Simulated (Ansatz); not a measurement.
Crystal: Sn.

```xyz
1
Lattice="-1.8947 1.8947 1.8947 1.8947 -1.8947 1.8947 1.8947 1.8947 -1.8947" Properties=species:S:1:pos:R:3 pbc="T T T"
Sn    0.0000    0.0000    0.0000
```

This isn't the form of Sn at room conditions, which is tetragonal (white tin).

- Program: Ansatz 0.2.0
- Task: relaxation of cell and atoms
- Functional: PBE
- Dispersion: D3(BJ)
- Potentials or basis: all-electron LAPW, scalar-relativistic
- Basis error allowed: 0.001 eV/atom
- k mesh: 10 × 10 × 10
- Occupations: fermi-dirac, width 0.05 eV
- Spin: no spin polarisation

At the start: volume 27.20 Å³/atom.

Question: How do energy, volume and symmetry change on relaxing?

Answer: Over 3 steps the energy falls by 5.0 meV/atom and the volume is 26.26 Å³/atom (-3.5 %); space group Im-3m (No. 229, to 0.05 Å).

Step by step:
| step | energy change (eV) | largest force (eV/Å) | volume (Å³) |
| --- | --- | --- | --- |
| 1 | 0.0000 | 0.0000 | 27.20 |
| 2 | -0.0050 | 0.0000 | 26.26 |
| 3 | -0.0050 | 0.0000 | 26.26 |

Final structure:
```
Sn
1.0
    -1.87244    1.87244    1.87244
     1.87244   -1.87244    1.87244
     1.87244    1.87244   -1.87244
Sn
1
Cartesian
  0.0000 0.0000 0.0000
```
